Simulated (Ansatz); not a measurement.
**In under changes of volume**

One of the cells (26.144 Å³/atom); the others are scaled copies at fixed shape and fractional positions:

```
CELL_PARAMETERS angstrom
-1.62547 1.62547 2.47370
1.62547 -1.62547 2.47370
1.62547 1.62547 -2.47370
ATOMIC_POSITIONS crystal
In 0.00000 0.00000 0.00000
```

```yaml
Program: Ansatz 0.2.0
Functional: r2SCAN
Potentials_or_basis: Ansatz PAW
Cutoff: "500 eV (not typed: the program's choice for these potentials)"
k_mesh: 11 × 11 × 11
Occupations: fermi-dirac, width 0.05 eV
Spin: no spin polarisation
```

```tsv
volume (Å³/atom)	energy over the lowest point (meV/atom)	pressure (GPa)
24.575	?	?
25.098	7.58	2.2
25.621	2.18	1.2
26.144	0.00	0.2
26.666	0.64	-0.6
27.189	3.76	-1.3
27.712	9.06	-1.9
```

What does the run at 24.575 Å³/atom give?

Energy over the lowest point 16.64 meV/atom; pressure 3.4 GPa.

Worked out: A Birch-Murnaghan fit of order 3 (a polynomial in V^(-2/3)) to the other rows has its minimum at 26.28 Å³/atom with B0 = V·E''(V) = 42 GPa and B' = 5.5 at fixed shape and positions, which overstates the stiffness. It gives 16.64 meV/atom at 24.575 Å³/atom, against the run's 16.64, and -dE/dV = 3.4 GPa, against 3.4.

Energies are extrapolated to zero smearing.

Caveats: the PAW data sets come from PBE, with cores solved anew for the run's functional, which leaves a small shift of forces and pressure.
